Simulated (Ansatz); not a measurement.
Phases of Ru at 1700 GPa

Structure types of Ru are relaxed in primitive cells with their symmetry kept at 1700 GPa, first on PAW files, then by LAPW. The enthalpy is E + pV at zero temperature, without zero-point motion. Only the types listed were tried, and differences under about 5 meV/atom are mesh noise. Not among the end structures: fcc, which may lie lower.

Computed with Ansatz 0.2.0; functional PBE, scalar-relativistic. Settings: Fermi–Dirac smearing of 0.05 eV, no spin polarisation. Methods: LAPW: all electrons, basis error target 0.5 meV/atom; PAW: frozen-core files, cutoff 420 eV.

k meshes: bcc 24×24×24, hcp 22×22×12, simple hexagonal 22×22×21, beta tin 22×22×22, omega 11×11×16.

| start type | ends as | a, b, c (Å) | V (Å³/atom) | H − H(lowest), LAPW (meV/atom) |
| --- | --- | --- | --- | --- |
| bcc | bcc, Im-3m | 2.281, 2.281, 2.281 | 5.94 | ? |
| hcp | hcp, P6_3/mmc | 2.038, 2.038, 3.299 | 5.93 | 0.0 |
| simple hexagonal | simple hexagonal, P6/mmm | 1.953, 1.953, 1.836 | 6.06 | 3521.4 |
| beta tin | beta tin, I4_1/amd | 3.573, 3.573, 1.913 | 6.11 | ? |
| omega | omega, P6/mmm | 3.249, 3.249, 1.958 | 5.96 | 1011.6 |

Q: Give the missing entry: row "beta tin", column "H − H(lowest), LAPW (meV/atom)".

A: 4635.2.

Q: What belongs in the row "bcc", column "H − H(lowest), LAPW (meV/atom)"?

A: 1259.5.

Q: Split the lead of hcp over omega into energy and pV.

A: For omega less hcp: ΔE = +649.4 meV/atom, and p·ΔV = 1700 GPa × +0.0341 Å³ × 6.242 meV/(GPa·Å³) = +362.1 meV/atom, together 1011.5 meV/atom. hcp wins on both counts.
